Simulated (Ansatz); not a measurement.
## TiAl (P-6m2), generalised stacking fault

Theory: DFT r2SCAN, scalar-relativistic, plane waves, PAW in Ansatz 0.2.0. Settings: plane waves to 500 eV, k-mesh 23×23×5 (Γ-centred), Gaussian smearing 0.15 eV. No spin polarisation. Energies are free energies at this smearing, counted from the undisturbed cell; pressure is positive in compression.

The starting cell (relaxed at this level; it needn't be the usual structure):

```yaml
crystal:
  lattice:
    - [-2.86860, 0.00000, 0.00000]
    - [-1.43430, -2.48428, 0.00000]
    - [0.00000, 0.00000, 13.90160]
  atoms:
    - { symbol: Ti, position: [0.00000, 0.00000, 0.24998] }
    - { symbol: Ti, position: [0.00000, 0.00000, 0.58332] }
    - { symbol: Ti, position: [0.00000, 0.00000, 0.91665] }
    - { symbol: Al, position: [0.33333, 0.33333, 0.08332] }
    - { symbol: Al, position: [0.33333, 0.33333, 0.41665] }
    - { symbol: Al, position: [0.33333, 0.33333, 0.74998] }
```

The cut lies on the cell's a–b face, a (0 0 1) plane (indices in the standard cell, whose axes needn't be the Cartesian ones shown) of area 7.13 Å², between layers 2.32 Å apart. Vector c is tilted by f times 1·a + 1·b (length 4.969 Å) with the atoms' Cartesian places fixed: one unrelaxed fault a cell. The cell is metallic on the mesh throughout.

```tsv
f	γ (mJ/m²)	shear traction, the slope of γ along the slip (GPa)
0.0000	0	0.0
0.1667	351	1.8
0.3333	264	0.0
0.5000	1340	26.2
0.6667	2968	0.0
0.8333	1273	-28.6
```

Cost: 6 runs of about 12 core-minutes in all, on AMD EPYC 9R45 (Zen 5) (shared hosts).